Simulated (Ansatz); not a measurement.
**Pd: equation of state with LDA**

The system is Pd.

```xyz
2
Lattice="2.7837 0.0000 0.0000 -1.3918 2.4107 0.0000 0.0000 0.0000 4.6289" Properties=species:S:1:pos:R:3 pbc="T T T"
Pd    0.0000    1.6071    1.1572
Pd    1.3918    0.8036    3.4717
```

This isn't the form of Pd at room conditions, which is fcc.

- Program: Ansatz 0.2.0
- Task: equation of state
- Functional: LDA
- Potentials or basis: all-electron LAPW, scalar-relativistic
- Basis error allowed: 0.001 eV/atom
- k mesh: 11 × 11 × 6
- Occupations: fermi-dirac, width 0.05 eV
- Spin: no spin polarisation

The equilibrium volume is 14.22 Å³/atom (rough: see the caveat). The bulk modulus at fixed shape and positions is 227 GPa (rough).

Energy against volume, from the lowest point:
```tsv
volume (Å³/atom)	energy (meV/atom)
14.600	0.00
14.910	14.71
15.221	36.37
15.531	64.07
15.842	96.96
16.153	134.31
16.463	175.48
```

All runs of the series together: 2.4 min on 1 thread of Intel(R) Xeon(R) Processor @ 2.70GHz, with other jobs on the host.

Caveat: the minimum lies outside the volumes run; the cell was scaled at fixed shape and fractional positions, which overstates the stiffness of a crystal with free parameters, most of all of layers and chains.
